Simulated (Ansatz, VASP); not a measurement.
Sc in VASP and in Ansatz

Contents of INCAR:

```
SYSTEM = Sc
  PREC = Accurate
  ENCUT = 520
  EDIFF = 1E-6
  ISMEAR = 0
  SIGMA = 0.15
  LREAL = .False.
  LASPH = .True.
  NELM = 100
  ALGO = Fast
  ISIF = 2
  LWAVE = .False.
  LCHARG = .True.
  GGA = PS
  LELF = .True.
  LVHAR = .True.
  NBANDS = 12
```

Contents of KPOINTS:

```
regular mesh
0
Gamma
  18 18 18
  0 0 0
```

Contents of POSCAR:

```
Sc
1.0
    0.0000000000      2.2705000000      2.0888600000
    2.2705000000      0.0000000000      2.0888600000
    2.2705000000      2.2705000000      0.0000000000
Sc
1
Direct
    0.0000000000      0.0000000000      0.0000000000
```

Input for Ansatz:

```yaml
crystal:
  lattice:
    - [0.0, 2.2705, 2.08886]
    - [2.2705, 0.0, 2.08886]
    - [2.2705, 2.2705, 0.0]
  atoms:
    - { symbol: Sc, position: [0.0, 0.0, 0.0] }
basis:
  ecutwfc: 420
kpoints:
  mp_grid: { grid: [18, 18, 18] }
hamiltonian:
  xc: pbesol
scf:
  occupations: { method: gaussian, width: 0.15 }
output:
  forces: true
  stress: true
  eigenvalues: true
```

Change from the starting cell: strain +0.000 along x and y, -0.080 along z, atoms carried along.

Alike in both runs: task single point; functional PBEsol; k mesh 18 × 18 × 18; occupations gaussian, width 0.15 eV; no spin polarisation.

|  | VASP | Ansatz |
| --- | --- | --- |
| version | VASP 6.6.1 | Ansatz 0.2.0 |
| potentials or method | VASP PAW PBE potentials, release 64 (Sc_sv) | scalar-relativistic, plane waves, PAW |
| plane-wave cutoff (eV) | 520 | 420 |
| valence electrons in the cell | 11 | 11 |

|  | VASP | Ansatz | Ansatz less VASP |
| --- | --- | --- | --- |
| gap on the k mesh at the Fermi level (eV) | none | none | - |
| pressure (GPa) | 5.7 | 5.7 | -0.01 |
| largest component of the traceless stress (GPa) | 1.52 | 1.51 | -0.009 |

A gap of «none» marks a metal or a gap that the smearing closes.

Caveats: the PAW data sets were made with another functional, which shifts forces and pressure a little (VASP).
